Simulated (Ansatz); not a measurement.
Wanted: the native input for an Ansatz 0.2.0 run.

| Property | Result |
| --- | --- |
| Task | phonons |
| Functional | PBEsol |
| Potentials or basis | Ansatz PAW |
| Cutoff | 420 eV (not typed: the program's choice for these potentials) |
| k mesh | 6 × 6 × 6 |
| Occupations | fermi-dirac, width 0.05 eV |
| Spin | no spin polarisation |
| q mesh | 2 × 2 × 2 |
| Path | [["G", "H", "N", "G", "P", "H"], ["P", "N"]] |
| Points for each segment of the path | 8 |

Crystal: Cs.

```
CELL_PARAMETERS angstrom
-3.12847 3.12847 3.12847
3.12847 -3.12847 3.12847
3.12847 3.12847 -3.12847
ATOMIC_POSITIONS crystal
Cs 0.00000 0.00000 0.00000
```

These files were run (other wordings do the same):

input.yaml

```yaml
crystal:
  lattice:
    - [-3.1284650614, 3.1284650614, 3.1284650614]
    - [3.1284650614, -3.1284650614, 3.1284650614]
    - [3.1284650614, 3.1284650614, -3.1284650614]
  atoms:
    - { symbol: Cs, position: [0.0, 0.0, 0.0] }
hamiltonian:
  xc: pbesol
  pseudopotentials: { kind: paw }
kpoints:
  mp_grid: { grid: [6, 6, 6] }
scf:
  occupations: { method: fermi_dirac, width: 0.05 }
phonons:
  method: dfpt
  qmesh: [2, 2, 2]
  temperatures: { t_max: 1000, t_step: 100 }
  qpath:
    path:
      - [[0.0, 0.0, 0.0], [0.5, -0.5, 0.5], [0.0, 0.0, 0.5], [0.0, 0.0, 0.0], [0.25, 0.25, 0.25], [0.5, -0.5, 0.5]]
      - [[0.25, 0.25, 0.25], [0.0, 0.0, 0.5]]
    npoints: 8
```

Potentials or basis: Ansatz PAW.

The run is started by

```bash
$ ansatz run input.yaml --threads 2 --pin off --max-ram 5632MiB --backend cpu --events-out ev --progress --plain --runs-dir out
```

It gave:

- Band gap on the k mesh: none (metal or under the smearing width)
- Highest phonon frequency: 30 cm⁻¹

Caveat: the q mesh is small, so phonon branches between its points and thermal values are rough.

Run time: 13 s on 2 threads of Intel(R) Xeon(R) Platinum 8259CL CPU @ 2.50GHz (Skylake/Cascade Lake) (shared host), peak memory 0.67 GiB.
